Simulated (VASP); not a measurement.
Set up this calculation in VASP 6.6.1, as the native input.

- Task: single point
- Functional: r2SCAN
- Potentials or basis: VASP PAW PBE potentials, release 64 (Cd)
- Cutoff: 520 eV
- k mesh: 18 × 18 × 8
- Occupations: gaussian, width 0.1 eV
- Spin: no spin polarisation
- Further INCAR settings: ALGO = Normal; EDIFF = 1e-06

The structure of Cd lies in POSCAR:

```
Cd
1.0
    2.9511000000      0.0000000000      0.0000000000
   -1.4755500000      2.5557300000      0.0000000000
    0.0000000000      0.0000000000      5.6024900000
Cd
2
Direct
    0.3333300000      0.6666700000      0.2500000000
    0.6666700000      0.3333300000      0.7500000000
```

These files were run (other wordings do the same):

INCAR

```
SYSTEM = Cd
ALGO     = Normal         ! electronic algorithm
EDIFF    = 1E-6           ! SCF threshold, eV
ENCUT    = 520            ! plane-wave cutoff, eV
ISIF     = 2              ! what is computed and relaxed
ISMEAR   = 0              ! smearing method
LASPH    = .TRUE.         ! aspherical terms in the spheres
LCHARG   = .FALSE.        ! write CHGCAR
LMIXTAU  = .TRUE.       
LREAL    = .FALSE.        ! projectors in reciprocal space
LWAVE    = .FALSE.        ! write WAVECAR
METAGGA  = R2SCAN         ! meta-GGA
NELM     = 60             ! most SCF steps
PREC     = Accurate       ! precision mode
SIGMA    = 0.1            ! smearing width, eV
```

KPOINTS

```
k-points
0
G
  18 18 8
  0 0 0
```

Potentials or basis: VASP PAW PBE potentials, release 64 (Cd).

Command:

```sh
$ cat potpaw_PBE.64/Cd/POTCAR > POTCAR
$ mpirun -np 1 vasp_std > vasp.out
```

It gave:

```yaml
Pressure: 2.4 GPa
Band_gap_on_the_k_mesh: none (metal or under the smearing width)
```

Caveat: the PAW data sets were made with another functional, which shifts forces and pressure a little.

Run time: 8.2 min on 1 thread of Intel(R) Xeon(R) 6975P-C (Granite Rapids), on a shared host, peak memory 0.38 GiB.
